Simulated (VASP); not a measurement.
Input of a VASP 6.6.1 run:

POSCAR

```
Te2Mo
1.0
    1.7734078943      1.0238775251      6.9542394110
   -1.7734078943      1.0238775251      6.9542394110
    0.0000000000     -2.0477550503      6.9542394110
Mo Te
1 2
Direct
   -0.0000474376     -0.0000474376     -0.0000474376
    0.4190447158      0.4190447158      0.4190447158
    0.2476693884      0.2476693884      0.2476693884
```

Contents of INCAR.step1:

```
ALGO = Normal ; EDIFF = 1E-4
ENCUT = 520 ; GGA = PE
ISMEAR = 0 ; LASPH = True
LCHARG = False ; LREAL = False
LWAVE = True ; NBANDS = 20
NELM = 60 ; PREC = Accurate
SIGMA = 0.01
```

File INCAR.step2:

```
ALGO = Normal ; EDIFF = 1E-7
ENCUT = 520 ; ISIF = 2
ISMEAR = 0 ; ISTART = 1
LASPH = True ; LCHARG = False
LMIXTAU = True ; LREAL = False
LWAVE = False ; METAGGA = R2SCAN
NBANDS = 20 ; NELM = 60
PREC = Accurate ; SIGMA = 0.01
```

Contents of KPOINTS:

```
k-points
0
Gamma
  8 8 8
```

Potentials or basis: VASP PAW PBE potentials, release 64 (Mo_sv, Te).

The run is started by

```bash
$ cat potpaw_PBE.64/Mo_sv/POTCAR potpaw_PBE.64/Te/POTCAR > POTCAR
$ cp INCAR.step1 INCAR
$ mpirun -np 1 vasp_std > vasp.out
$ cp INCAR.step2 INCAR
$ mpirun -np 1 vasp_std > vasp.out
```

Estimate the band gap on the k mesh.

0.92 eV, indirect (least direct gap 1.36 eV).

Predict the pressure.

1.9 GPa.

What does it give for the largest force?

0.009 eV/Å.

Stress tensor (GPa, compression positive):
```
1.67 0.00 0.00
0.00 1.67 0.00
0.00 0.00 2.28
```

Caveat: the PAW data sets were made with another functional, which shifts forces and pressure a little; spin-orbit coupling is left out, which moves the levels of the heavy elements. A k mesh can miss the band edges.
